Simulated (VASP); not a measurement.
# HgTe (Coloradoite): equation of state with PBEsol

**What was measured.**

A printed reference work, monograph reports, for a bulk crystal of HgTe: bulk modulus 43 GPa.

HgTe (Coloradoite):

```
Hg Te
1.0
     0.00000    3.25974    3.25974
     3.25974    0.00000    3.25974
     3.25974    3.25974    0.00000
Hg Te
1 1
Direct
  0.00000 0.00000 0.00000
  0.75000 0.75000 0.75000
```

| Item | Value |
| --- | --- |
| Program | VASP 6.6.1 |
| Task | equation of state |
| Functional | PBEsol |
| Potentials or basis | VASP PAW PBE potentials, release 64 (Hg, Te) |
| Cutoff | 520 eV |
| k mesh | 6 × 6 × 6 |
| Occupations | fermi-dirac, width 0.05 eV |
| Spin | no spin polarisation |

* Equilibrium volume: 34.65 Å³/atom
* Bulk modulus: 42 GPa
* Pressure derivative of the bulk modulus: 5.1 (rough: it moves with the points fitted)

Energy against volume, from the lowest point:
```csv
volume (Å³/atom),energy (meV/atom)
33.252,8.02
33.945,1.96
34.638,0.00
35.330,1.66
36.023,6.53
```

All runs of the series together: 90 s on 1 thread of AMD EPYC 7R13 Processor (Zen 3), on a shared host.

A measured bulk modulus of HgTe is 43 GPa (a printed reference work, monograph); the calculated 42 GPa misses it by -2.8 %. The fit is for a static lattice scaled at fixed shape and fixed fractional positions.

Caveat: the PAW data sets were made with another functional, which shifts forces and pressure a little. The run has no spin-orbit coupling, so splittings on Hg, Te are missing.
